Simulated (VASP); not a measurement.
A run of VASP 6.6.1:

File INCAR:

```
SYSTEM = Y
ALGO = Fast
EDIFF = 1E-7
EDIFFG = -0.005
ENCUT = 580
GGA = PS
IBRION = 2
ISIF = 3
ISMEAR = 0
LASPH = .TRUE.
LCHARG = .FALSE.
LREAL = .FALSE.
LWAVE = .FALSE.
NELM = 60
NSW = 90
PREC = Accurate
SIGMA = 0.1
```

KPOINTS

```
k-points
0
G
  15 15 8
  0 0 0
```

Contents of POSCAR:

```
Y
1.0
    3.6425693900      0.0000000000      0.0000000000
   -1.8212847000      3.1545576300      0.0000000000
    0.0000000000      0.0000000000      5.8791583500
Y
2
Direct
    0.3333333300      0.6666666700      0.2500000000
    0.6666666700      0.3333333300      0.7500000000
```

Potentials or basis: VASP PAW PBE potentials, release 64 (Y_sv).

Run with:

```console
$ cat potpaw_PBE.64/Y_sv/POTCAR > POTCAR
$ mpirun -np 1 vasp_std > vasp.out
```

Hardware: 1 thread of Intel(R) Xeon(R) 6975P-C (Granite Rapids) (shared host).

Q: Estimate the wall time of this run.

A: Wall time 15 min on 1 thread of Intel(R) Xeon(R) 6975P-C (Granite Rapids), with other jobs on the host, peak memory 0.37 GiB. Counts: scf iterations 131, k points 135, ion steps 11.
